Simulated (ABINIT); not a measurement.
Runs of ABINIT 10.8.3 (patched build) on Pd. Symmetry: P6_3/mmc, No. 194, hexagonal system. Conventional cell: a = 2.784 Å, b = 2.784 Å, c = 4.629 Å, α = 90.00°, β = 90.00°, γ = 120.00°. Pd (site symmetry -6m2) has 12 Pd at 2.78 to 2.82 Å as nearest neighbours. This isn't the form of Pd at room conditions, which is fcc.

```tsv
task	level	potentials or basis	cell	cutoff (eV)	fine-grid cutoff	cell freedom (optcell)	cutoff smearing ecutsm (Ha)	optimiser (ionmov)	force stop (Ha/bohr)	gap on the mesh (eV)	pressure (GPa)	relaxed volume (Å³/atom)
single point	PBE	SG15 NC PBE v1.2	as given	707	-	-	-	-	-	none	-1.6	-
single point	AM05	JTH PAW PBE v2.0	as given	707	1306.15 eV	-	-	-	-	none	(a)	-
single point	SCAN	JTH PAW PBE v2.0	as given	707	1306.15 eV	-	-	-	-	none	(b)	-
relaxation of cell and atoms	PBE+D3	JTH PAW PBE v2.0	relaxed	599	1197.3 eV	2	0.5	2	5e-05	none	0.0	14.74
single point	WC	JTH PAW PBE v2.0	as given	707	1306.15 eV	-	-	-	-	none	-9.5	-
single point	PBE	PseudoDojo NC SR PBE v0.4 stringent	as given	1116	-	-	-	-	-	none	-1.6	-
relaxation of cell and atoms	PBE+D2	JTH PAW PBE v2.0	relaxed	599	1197.3 eV	2	0.5	2	5e-05	none	0.0	14.77
single point	PBEsol	JTH PAW PBE v2.0	as given	707	1306.15 eV	-	-	-	-	none	-10.7	-
```

Alike in all rows: no spin polarisation; k mesh 11 × 11 × 6; smearing fermi-dirac 0.05 eV.

**Question.** Estimate the missing entries.

**Answer.** (a) -11.2; (b) -7.2.

Caveats: the PAW data sets were made with another functional, which shifts forces and pressure a little (some runs); pairwise dispersion overbinds metals, which lowers pressure and volume (some runs).

A k mesh can miss the band edges, and the runs leave out spin-orbit coupling on Pd.

A gap of «none» marks a metal or a gap under the smearing width.
